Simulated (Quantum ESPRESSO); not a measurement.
Input of a Quantum ESPRESSO 7.5 run:

File pw.in:

```
&CONTROL
  calculation = 'scf'
  prefix = 'pwscf'
  outdir = './tmp'
  pseudo_dir = './pseudo'
  tprnfor = .true.
  tstress = .true.
  disk_io = 'nowf'
/
&SYSTEM
  ibrav = 0
  A = 2.4719999
  nat = 2
  ntyp = 1
  ecutwfc = 56
  ecutrho = 448
  nbnd = 28
  occupations = 'smearing'
  smearing = 'fd'
  degauss = 0.00367493
  nspin = 2
  starting_magnetization(1) = 0.1176
/
&ELECTRONS
  conv_thr = 4d-10
  electron_maxstep = 120
  mixing_beta = 0.3
/
ATOMIC_SPECIES
Co    58.9332 co_pbesol_v1.2.uspp.F.UPF
CELL_PARAMETERS alat
   1.0000000013    0.0000000000    0.0000000000
  -0.5000000006    0.8660254049    0.0000000000
   0.0000000000    0.0000000000    1.6266764736
ATOMIC_POSITIONS alat
Co     0.5000000007    0.2886751349    1.2200073552
Co     0.0000000000    0.5773502700    0.4066691184
K_POINTS automatic
12 12 7 0 0 0
```

Potentials or basis: GBRV 1.5 PBEsol.

The run is started by

```console
$ OMP_NUM_THREADS=1 mpirun -n 2 pw.x -nk 2 -in pw.in > pw.out
```

Q: Estimate the pressure.

A: -5.4 GPa.

Q: What does it give for the band gap on the k mesh?

A: None (metal or under the smearing width).

Q: Estimate the absolute moment.

A: 3.61 μB per cell.

Q: What does it give for the net moment?

A: 3.29 μB per cell.

Stress tensor (GPa, compression positive):
```
-4.46  0.00  0.00
 0.00 -4.46  0.00
 0.00  0.00 -7.25
```
